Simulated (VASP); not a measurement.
Here is a VASP 6.6.1 calculation.

The input POSCAR:

```
CdSe
1.0
    4.3460853832      0.0000000000      0.0000000000
   -2.1730426916      3.7638203488      0.0000000000
    0.0000000000      0.0000000000      7.0898398800
Cd Se
2 2
Direct
    0.6666666667      0.3333333333      0.4999533600
    0.3333333333      0.6666666667      0.9999533600
    0.6666666667      0.3333333333      0.8759066400
    0.3333333333      0.6666666667      0.3759066400
```

INCAR.step1

```
SYSTEM = CdSe
PREC = Accurate
ENCUT = 520
ISMEAR = -1
SIGMA = 0.01
LREAL = .False.
LASPH = .True.
NELM = 100
NBANDS = 26
GGA = PE
ALGO = Normal
EDIFF = 1E-4
LWAVE = .True.
LCHARG = .False.
```

The input INCAR.step2:

```
SYSTEM = CdSe
PREC = Accurate
ENCUT = 520
EDIFF = 1E-6
ISMEAR = -1
SIGMA = 0.01
LREAL = .False.
LASPH = .True.
NELM = 100
ALGO = Normal
ISIF = 2
LWAVE = .False.
LCHARG = .False.
METAGGA = R2SCAN
LMIXTAU = .True.
NBANDS = 26
ISTART = 1
```

Contents of KPOINTS:

```
regular mesh
0
Gamma
  8 8 5
  0 0 0
```

Potentials or basis: VASP PAW PBE potentials, release 64 (Cd, Se).

Command:

```sh
$ cat potpaw_PBE.64/Cd/POTCAR potpaw_PBE.64/Se/POTCAR > POTCAR
$ cp INCAR.step1 INCAR
$ mpirun -np 1 vasp_std > vasp.out
$ cp INCAR.step2 INCAR
$ mpirun -np 1 vasp_std > vasp.out
```

Question: Estimate the largest force.

Answer: 0.003 eV/Å.

Question: What does it give for the band gap on the k mesh?

Answer: 1.08 eV, direct.

Forces in eV/Å, atoms in the order of the input:
```
Cd   0.000  0.000  0.003
Cd   0.000  0.000  0.003
Se   0.000  0.000 -0.003
Se   0.000  0.000 -0.003
```

Caveat: the PAW data sets were made with another functional, which shifts forces and pressure a little.

**The experiment to reproduce.**

A printed reference work, data compilation reports, for a bulk crystal of CdSe at 2 K: band gap 1.841 eV.

Measured gap of CdSe: 1.841 eV (2 K; a printed reference work, data compilation). This calculation gives 1.08 eV (-0.76 eV). Spin-orbit coupling on Cd, Se is left out. The value is that of r2SCAN, without temperature or zero-point motion. The cell is a database's relaxed one, not the measured one, which moves gaps too.
